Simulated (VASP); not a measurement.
# Si (I4/mmm) in VASP: a series of runs

One crystal, Si, is run at these levels: PBE+D3(BJ); tasks: single point.

All numbers are computed with VASP 6.6.1; they aren't measurements. Logs are shortened: lines on timing, memory, paths and dates and some standing lists are left out, and cuts for length are marked.

### 1 Starting point

Symmetry: I4/mmm, No. 139, tetragonal system. The conventional cell has a = 2.968 Å, b = 2.968 Å, c = 3.120 Å, α = 90.00°, β = 90.00°, γ = 90.00°. Si (site symmetry 4/mmm) has 12 Si at 2.61 to 2.97 Å as nearest neighbours.

This isn't the form of Si at room conditions, which is diamond.

### 2 Single point, PBE+D3(BJ)

INCAR

```
PREC = Accurate
ENCUT = 520
EDIFF = 1E-6
ISMEAR = 0
SIGMA = 0.15
LREAL = False
LASPH = True
NELM = 100
ALGO = Fast
ISIF = 2
LWAVE = False
LCHARG = False
GGA = PE
IVDW = 12
NBANDS = 8
```

KPOINTS

```
regular mesh
0
Gamma
  32 32 32
```

POSCAR

```
Si
1.0
   -1.4839401616      1.4839401616      1.5598804939
    1.4839401616     -1.4839401616      1.5598804939
    1.4839401616      1.4839401616     -1.5598804939
Si
1
Direct
    0.0000000000      0.0000000000      0.0000000000
```

Potentials or basis: VASP PAW PBE potentials, release 64 (Si).

Launch:

```
$ cat potpaw_PBE.64/Si/POTCAR > POTCAR
$ mpirun -np 1 vasp_std > vasp.out
```

OUTCAR:

```text
PREC = Accurate
   ENCUT = 520
   EDIFF = 1E-6
   ISMEAR = 0
   LREAL = False
   LASPH = True
   NELM = 100
   ISIF = 2
   GGA = PE
   IVDW = 12
 IVDW          = 12

 ion  position               nearest neighbor table
   1  0.000  0.000  0.000-

  LATTYP: Found a body centered tetragonal cell.
 ALAT       =     2.9678803232
 C/A-ratio  =     1.0511747941

  Lattice vectors:

 A1 = (  -1.4839401616,   1.4839401616,   1.5598804939)
 A2 = (   1.4839401616,  -1.4839401616,   1.5598804939)
 A3 = (   1.4839401616,   1.4839401616,  -1.5598804939)

Analysis of symmetry for initial positions (statically):
=====================================================================
 Subroutine PRICEL returns:
 Original cell was already a primitive cell.

 Routine SETGRP: Setting up the symmetry group for a
 body centered tetragonal supercell.

 Subroutine GETGRP returns: Found 16 space group operations
 (whereof 16 operations were pure point group operations)
 out of a pool of 16 trial point group operations.

The static configuration has the point symmetry D_4h.

Analysis of symmetry for dynamics (positions and initial velocities):
=====================================================================
 Subroutine PRICEL returns:
 Original cell was already a primitive cell.

 Routine SETGRP: Setting up the symmetry group for a
 body centered tetragonal supercell.

 Subroutine GETGRP returns: Found 16 space group operations
 (whereof 16 operations were pure point group operations)
 out of a pool of 16 trial point group operations.

The dynamic configuration has the point symmetry D_4h.

 Subroutine INISYM returns: Found 16 space group operations
 (whereof 16 operations are pure point group operations),
 and found     1 'primitive' translations

----------------------------------------------------------------------------------------

                                     Primitive cell

  volume of cell :      13.7399

  direct lattice vectors                    reciprocal lattice vectors
    -1.483940162  1.483940162  1.559880494     0.000000000  0.336940810  0.320537376
     1.483940162 -1.483940162  1.559880494     0.336940810  0.000000000  0.320537376
     1.483940162  1.483940162 -1.559880494     0.336940810  0.336940810  0.000000000

  length of vectors
     2.614839185  2.614839185  2.614839185     0.465051953  0.465051953  0.476506263

  position of ions in fractional coordinates (direct lattice)
     0.000000000  0.000000000  0.000000000

  ion indices of the primitive-cell ions
[... 79 lines left out ...]
   NFREE  =      0    steps in history (QN), initial steepest desc. (CG)
   ISIF   =      2    stress and relaxation
   ISYM   =      2    0-nonsym 1-usesym 2-fastsym
   POTIM  = 0.5000    time-step for ionic-motion
   TEBEG  =    0.0;   TEEND  =   0.0 temperature during run
   PSTRESS=    0.0 pullay stress
   NELECT =       4.0000    total number of electrons
   NUPDOWN=      -1.0000    fix difference up-down
   EMIN   =  10.00;   EMAX   =-10.00  energy-range for DOS
   EFERMI =   0.00;   METHOD = LEGACY
   ISMEAR =     0;   SIGMA  =   0.15  broadening in eV -4-tet -1-fermi 0-gaus
   EFERMI_NEDOS =   21; number of points for ismear=-14 and -15
   IALGO  =     68    algorithm
   IMIX   =      4    mixing-type and parameters
     AMIX     =   0.40;   BMIX     =  1.00
     AMIX_MAG =   1.60;   BMIX_MAG =  1.00
  volume/ion in A,a.u.               =      13.74        92.72
  Fermi-wavevector in a.u.,A,eV,Ry     =   1.085009  2.050370 16.017393  1.177245
  Thomas-Fermi vector in A             =   2.221113
   LORBIT       =      0    0 simple, 1 ext, 2 COOP (PROOUT), +10 PAW based schemes
   GGA     = PE    functional components
   LHFCALC =     F    Hartree Fock is set to
   AEXX    =    0.0000 exact exchange contribution
   IVDW    =    12    specifies the selected vdW correction
   LEPSILON=     F    determine dielectric tensor
   LRPA    =     F    only Hartree local field effects (RPA)
 non-spin polarized calculation
 RMM-DIIS sequential band-by-band and
 Gauss-broadening in eV      SIGMA  =   0.15
  energy-cutoff  :      520.00
  volume of cell :       13.74
 maximum number of plane-waves:       394
   NGX =  9   NGY =  9   NGZ =  9

 number of electron       4.0000000 magnetization

 Free energy of the ion-electron system (eV)
  ---------------------------------------------------
  ext. energy  EPLUGINS =         0.00000000
  ---------------------------------------------------
  free energy    TOTEN  =        -4.89080993 eV

  energy without entropy =       -4.88579847  energy(sigma->0) =       -4.88830420

 E-fermi :  10.7618     XC(G=0): -11.4059

 val. band max:       10.7595796891   @ k =   0.5000   0.2812   0.0312
 cond. band min:      10.7635725786   @ k =  -0.3438  -0.4375   0.2812
 fundamental gap:      0.0039928895
 Fermi energy:        10.7617703682

 k-point     1 :       0.0000    0.0000    0.0000
  band No.  band energies     occupation
      1      -4.0628      2.00000
      2      22.7311      0.00000
      3      23.0469      0.00000
      4      23.0469      0.00000
      5      23.2016      0.00000
      6      23.2016      0.00000
      7      24.4032      0.00000
      8      26.5981      0.00000
[... 243 lines left out ...]
 k-point    24 :       0.2188    0.0312    0.0000
  band No.  band energies     occupation
      1      -2.3291      2.00000
      2      13.5836      0.00000
      3      18.3056      0.00000
      4      20.3645      0.00000
      5      21.7406      0.00000
      6      23.4917      0.00000
      7      27.3512      0.00000
      8      27.9056      0.00000

 [... further k-points ...]

------------------------ aborting loop because EDIFF is reached ----------------------------------------

 Edisp (eV)   -0.45145

 E8    (eV) :    -0.1844

  FORCE on cell =-STRESS in cart. coord.  units (eV):
  Direction    XX          YY          ZZ          XY          YZ          ZX
  --------------------------------------------------------------------------------------
  -------------------------------------------------------------------------------------
  Total       0.02622     0.02622     0.22424     0.00000     0.00000     0.00000
  in kB       3.05801     3.05801    26.14759     0.00000     0.00000     0.00000
  external pressure =       10.75 kB  Pullay stress =        0.00 kB

 VOLUME and BASIS-vectors are now :
 -----------------------------------------------------------------------------
  energy-cutoff  :      520.00
  volume of cell :       13.74
      direct lattice vectors                 reciprocal lattice vectors
    -1.483940162  1.483940162  1.559880494     0.000000000  0.336940810  0.320537376
     1.483940162 -1.483940162  1.559880494     0.336940810  0.000000000  0.320537376
     1.483940162  1.483940162 -1.559880494     0.336940810  0.336940810  0.000000000

 POSITION                                       TOTAL-FORCE (eV/Angst)
 -----------------------------------------------------------------------------------
      0.00000      0.00000      0.00000         0.000000      0.000000      0.000000
 -----------------------------------------------------------------------------------
    total drift:                                0.000000      0.000000     -0.000000

  FREE ENERGIE OF THE ION-ELECTRON SYSTEM (eV)
  ---------------------------------------------------
  free  energy   TOTEN  =        -5.3422618420 eV

  energy  without entropy=       -5.3372503783  energy(sigma->0) =       -5.33975611
```

OSZICAR:

```text
N       E                     dE             d eps       ncg     rms          rms(c)
DAV:   1    -0.244485698489E+01   -0.24449E+01   -0.18406E+03 41792   0.384E+02
DAV:   2    -0.489616643715E+01   -0.24513E+01   -0.23070E+01 57336   0.300E+01
DAV:   3    -0.490921875984E+01   -0.13052E-01   -0.13041E-01 42560   0.230E+00
DAV:   4    -0.490923082150E+01   -0.12062E-04   -0.12061E-04 61944   0.762E-02
DAV:   5    -0.490923082443E+01   -0.29320E-08   -0.25202E-08 43360   0.666E-04    0.291E+00
RMM:   6    -0.489754674059E+01    0.11684E-01   -0.23163E-03 38294   0.256E-01    0.165E+00
RMM:   7    -0.489078802034E+01    0.67587E-02   -0.55551E-03 41279   0.407E-01    0.131E-01
RMM:   8    -0.489081017960E+01   -0.22159E-04   -0.32331E-04 41902   0.146E-01    0.345E-02
RMM:   9    -0.489081248044E+01   -0.23008E-05   -0.27472E-05 42651   0.422E-02    0.126E-02
RMM:  10    -0.489081085560E+01    0.16248E-05   -0.31153E-06 44364   0.145E-02    0.885E-03
RMM:  11    -0.489080992883E+01    0.92677E-06   -0.25899E-07 31058   0.353E-03
   1 F= -.53422618E+01 E0= -.53397561E+01  d E =-.501146E-02
```

Run time: 76 s. Hardware: 1 thread of Intel Xeon 6975P-C (Granite Rapids), shared host; peak memory 0.33 GiB.

What came out:

```yaml
Free_energy: -5.3423 eV
Pressure: 1.1 GPa
Band_gap_on_the_k_mesh: none (metal or under the smearing width)
Dispersion_energy_per_atom: -0.451 eV
```

Levels at points of the mesh, in eV from the Fermi level:
```
           k point  band 1  band 2  band 3  band 4  band 5
(0.00, 0.00, 0.00)  -14.82   11.97   12.29   12.29   12.44
(0.50, 0.00, 0.00)   -7.23   -6.98    6.17    8.03    8.95
(0.50, 0.50, 0.00)   -6.74   -6.70    5.26    6.91    7.66
(0.50, 0.50, 0.50)   -1.47   -0.03   -0.03    0.94    2.40
```

Caveat: pairwise dispersion overbinds metals, which lowers pressure and volume.

### 3 Single point, PBE+D3(BJ)

This run uses another cell than the first one, of the same volume but with other edges.

INCAR

```
SYSTEM = Si
ALGO = Fast ; EDIFF = 1E-7
ENCUT = 520 ; GGA = PE
ISIF = 2 ; ISMEAR = 0
IVDW = 12 ; LASPH = .True.
LCHARG = .False. ; LREAL = .False.
LWAVE = .False. ; NBANDS = 8
NELM = 100 ; PREC = Accurate
SIGMA = 0.15
```

KPOINTS

```
k-points
0
Gamma
  32 32 32
  0 0 0
```

POSCAR

```
Si
1.0
   -1.7446199883      1.7446199883      1.1285541890
    1.7446199883     -1.7446199883      1.1285541890
    1.7446199883      1.7446199883     -1.1285541890
Si
1
Direct
    0.0000000000      0.0000000000      0.0000000000
```

Potentials or basis: VASP PAW PBE potentials, release 64 (Si).

Launch:

```
$ cat potpaw_PBE.64/Si/POTCAR > POTCAR
$ mpirun -np 1 vasp_std > vasp.out
```

OUTCAR:

```text
SYSTEM = Si
   EDIFF = 1E-7
   ENCUT = 520
   GGA = PE
   ISIF = 2
   ISMEAR = 0
   IVDW = 12
   LASPH = .True.
   LREAL = .False.
   NELM = 100
   PREC = Accurate
 IVDW          = 12

 ion  position               nearest neighbor table
   1  0.000  0.000  0.000-

  LATTYP: Found a body centered tetragonal cell.
 ALAT       =     3.4892399766
 C/A-ratio  =     0.6468767964

  Lattice vectors:

 A1 = (  -1.7446199883,   1.7446199883,   1.1285541890)
 A2 = (   1.7446199883,  -1.7446199883,   1.1285541890)
 A3 = (   1.7446199883,   1.7446199883,  -1.1285541890)

[... 447 lines left out ...]
------------------------ aborting loop because EDIFF is reached ----------------------------------------

 Edisp (eV)   -0.45540

 E8    (eV) :    -0.1873

  FORCE on cell =-STRESS in cart. coord.  units (eV):
  Direction    XX          YY          ZZ          XY          YZ          ZX
  --------------------------------------------------------------------------------------
  -------------------------------------------------------------------------------------
  Total      -0.31637    -0.31637     2.93072     0.00000     0.00000     0.00000
  in kB     -36.89150   -36.89150   341.74439     0.00000     0.00000     0.00000
  external pressure =       89.32 kB  Pullay stress =        0.00 kB

 VOLUME and BASIS-vectors are now :
 -----------------------------------------------------------------------------
  energy-cutoff  :      520.00
  volume of cell :       13.74
      direct lattice vectors                 reciprocal lattice vectors
    -1.744619988  1.744619988  1.128554189     0.000000000  0.286595364  0.443044742
     1.744619988 -1.744619988  1.128554189     0.286595364  0.000000000  0.443044742
     1.744619988  1.744619988 -1.128554189     0.286595364  0.286595364  0.000000000

 POSITION                                       TOTAL-FORCE (eV/Angst)
 -----------------------------------------------------------------------------------
      0.00000      0.00000      0.00000        -0.000000     -0.000000      0.000000
 -----------------------------------------------------------------------------------
    total drift:                                0.000000      0.000000      0.000000

  FREE ENERGIE OF THE ION-ELECTRON SYSTEM (eV)
  ---------------------------------------------------
  free  energy   TOTEN  =        -5.2048608575 eV

  energy  without entropy=       -5.2003276016  energy(sigma->0) =       -5.20259423
```

OSZICAR:

```text
N       E                     dE             d eps       ncg     rms          rms(c)
DAV:   1    -0.212654153669E+01   -0.21265E+01   -0.18798E+03 41912   0.385E+02
DAV:   2    -0.478023172548E+01   -0.26537E+01   -0.25454E+01 57232   0.313E+01
DAV:   3    -0.479471753772E+01   -0.14486E-01   -0.14474E-01 44336   0.245E+00
DAV:   4    -0.479473251607E+01   -0.14978E-04   -0.14977E-04 61968   0.833E-02
DAV:   5    -0.479473251765E+01   -0.15835E-08   -0.27091E-08 44552   0.684E-04    0.357E+00
RMM:   6    -0.476432734742E+01    0.30405E-01   -0.38629E-03 38357   0.353E-01    0.205E+00
RMM:   7    -0.474952712395E+01    0.14800E-01   -0.81970E-03 42381   0.530E-01    0.106E-01
RMM:   8    -0.474946000349E+01    0.67120E-04   -0.59531E-04 42234   0.179E-01    0.502E-02
RMM:   9    -0.474946193875E+01   -0.19353E-05   -0.77503E-05 44902   0.661E-02    0.469E-02
RMM:  10    -0.474946287882E+01   -0.94007E-06   -0.87959E-06 44898   0.230E-02    0.117E-02
RMM:  11    -0.474946284993E+01    0.28889E-07   -0.16366E-06 45846   0.923E-03    0.376E-03
RMM:  12    -0.474946283908E+01    0.10859E-07   -0.19041E-07 41561   0.331E-03
   1 F= -.52048609E+01 E0= -.52025942E+01  d E =-.453326E-02
```

stdout:

```text
POSCAR found type information on POSCAR Si
 POSCAR found :  1 types and       1 ions
 scaLAPACK will be used
 LDA part: xc-table for (Slater+PW92), standard interpolation
 POSCAR, INCAR and KPOINTS ok, starting setup
 FFT: planning ... GRIDC
 FFT: planning ... GRID_SOFT
 FFT: planning ... GRID
 WAVECAR not read
 entering main loop
```

Run time: 97 s. Hardware: 1 thread of Intel Xeon 6975P-C (Granite Rapids), shared host; peak memory 0.34 GiB.

What came out:

- Free energy: -5.2049 eV
- Pressure: 8.9 GPa
- Band gap on the k mesh: none (metal or under the smearing width)
- Dispersion energy per atom: -0.455 eV

Stress tensor (GPa, compression positive):
```
-3.69  0.00  0.00
 0.00 -3.69  0.00
 0.00  0.00 34.17
```

Caveat: pairwise dispersion overbinds metals, which lowers pressure and volume.
